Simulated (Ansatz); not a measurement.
A relaxation computed with Ansatz, from input to last step.

```yaml
crystal:
  lattice:
    - [5.210684785, 0.0, 0.0]
    - [-2.6053423925, 4.5125853949, 0.0]
    - [0.0, 0.0, 2.9006290461]
  atoms:
    - { symbol: Ta, position: [0.0, 0.0, 0.0] }
    - { symbol: Ta, position: [0.3333333333, 0.6666666667, 0.5] }
    - { symbol: Ta, position: [0.6666666667, 0.3333333333, 0.5] }
    - { symbol: "N", position: [0.5, 0.0, 0.0] }
    - { symbol: "N", position: [0.5, 0.5, 0.0] }
    - { symbol: "N", position: [0.0, 0.5, 0.0] }
basis:
  ecutwfc: 420
kpoints:
  mp_grid: { grid: [12, 12, 12] }
hamiltonian:
  xc: pbe
scf:
  occupations: { method: gaussian, width: 0.1 }
output:
  forces: true
  stress: true
  eigenvalues: true
relax:
  adjacent_minimum: "off"
  f_tol: 0.008
  max_steps: 50
  cell: { stress_tol: 0.08, p_target: 8.0 }
```

```bash
ansatz run input.yaml --threads 1 --pin off --max-ram 2560MiB --backend cpu --events-out ev --progress --plain --runs-dir out
```

These are results of DFT PBE, scalar-relativistic, plane waves, PAW in Ansatz, not measurements.

Of 4 frames 3 are shown, positions in Å and forces in eV/Å; the SCF threshold varies from step to step. Steps run on the plane waves of an earlier cell, with a Pulay correction in the pressure. The basis is chosen afresh for the last frame, the zero of the energies, and at times for earlier ones too; energy and pressure step there, also at an unchanged geometry. The relaxation lowers the enthalpy F + PV at the target pressure, so the free energy itself can rise.

```xyz
6
Lattice="5.2107 0.0000 0.0000 -2.6053 4.5126 0.0000 0.0000 0.0000 2.9006" Properties=species:S:1:pos:R:3:forces:R:3 pbc="T T T" step=1 free_energy_over_end_meV_per_atom=0.37 pressure_GPa=8.50
Ta    0.0000    0.0000    0.0000    0.0000    0.0000    0.0000
Ta    0.0000    3.0084    1.4503    0.0000    0.0000    0.0000
Ta    2.6053    1.5042    1.4503    0.0000    0.0000    0.0000
N     2.6053    0.0000    0.0000    0.0000    0.0000    0.0000
N     1.3027    2.2563    0.0000    0.0000    0.0000    0.0000
N    -1.3027    2.2563    0.0000    0.0000    0.0000    0.0000
6
Lattice="5.1937 0.0000 0.0000 -2.5969 4.4979 0.0000 0.0000 0.0000 2.9173" Properties=species:S:1:pos:R:3:forces:R:3 pbc="T T T" step=2 free_energy_over_end_meV_per_atom=0.76 pressure_GPa=8.02
Ta    0.0000    0.0000    0.0000    0.0000    0.0000    0.0000
Ta    0.0000    2.9986    1.4587    0.0000    0.0000    0.0000
Ta    2.5969    1.4993    1.4587    0.0000    0.0000    0.0000
N     2.5969    0.0000    0.0000    0.0000    0.0000    0.0000
N     1.2984    2.2489    0.0000    0.0000    0.0000    0.0000
N    -1.2984    2.2489    0.0000    0.0000    0.0000    0.0000
6
Lattice="5.2032 0.0000 0.0000 -2.6016 4.5061 0.0000 0.0000 0.0000 2.9097" Properties=species:S:1:pos:R:3:forces:R:3 pbc="T T T" step=4 free_energy_over_end_meV_per_atom=0.00 pressure_GPa=8.04
Ta    0.0000    0.0000    0.0000    0.0000    0.0000    0.0000
Ta    0.0000    3.0040    1.4549    0.0000    0.0000    0.0000
Ta    2.6016    1.5020    1.4549    0.0000    0.0000    0.0000
N     2.6016    0.0000    0.0000    0.0000    0.0000    0.0000
N     1.3008    2.2530    0.0000    0.0000    0.0000    0.0000
N    -1.3008    2.2530    0.0000    0.0000    0.0000    0.0000
```

Time: 64 s on 1 thread of Arm Neoverse V1, with other jobs on the host, peak memory 0.49 GiB.

Spin–orbit coupling is left out, which can shift energies with elements as heavy as these.